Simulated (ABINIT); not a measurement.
Runs of ABINIT 10.8.3 (patched build) on KI. It takes space group Fm-3m (No. 225, cubic). Conventional cell: a = 7.066 Å, b = 7.066 Å, c = 7.066 Å, α = 90.00°, β = 90.00°, γ = 90.00°. Around I (site symmetry m-3m) lie 6 K at 3.53 Å. K (site symmetry m-3m) is surrounded by 6 I at 3.53 Å. 

```tsv
task	level	potentials or basis	k mesh	cutoff (eV)	smearing	fine-grid cutoff	most SCF steps	gap on the mesh (eV)	pressure (GPa)
band structure	r2SCAN	PseudoDojo NC SR PBE v0.4.1 standard	7 × 7 × 7	1197	fermi-dirac 0.05 eV	-	-	(a)	0.1
band structure	r2SCAN	Ansatz PAW PBE default generated set, frozen core	7 × 7 × 7	490	fermi-dirac 0.05 eV	979.61 eV	-	4.61	0.1
band structure	r2SCAN	JTH PAW PBE v2.0	7 × 7 × 7	517	fermi-dirac 0.05 eV	1034.03 eV	-	4.61	0.2
single point	PBE0	SPMS NC PBE v1.0	4 × 4 × 4	381	fixed	-	60	5.58	(b)
band structure	r2SCAN	SG15 NC PBE v1.2	7 × 7 × 7	1143	fermi-dirac 0.05 eV	-	-	4.57	-0.1
```

Alike in all rows: no spin polarisation; cell as given.

**Question.** Estimate the missing entries.

**Answer.** (a) 4.49; (b) 0.4.

Caveats: spin-orbit coupling is left out, which moves the levels of the heavy elements; the potentials were made for another functional, which shifts forces and pressure (some runs); the PAW data sets were made with another functional, which shifts forces and pressure a little (some runs); a meta-GGA on potentials with a model core is unreliable (some runs).

A k mesh can miss the band edges, and the runs leave out spin-orbit coupling on I.

The runs don't all hold the same shells in valence.
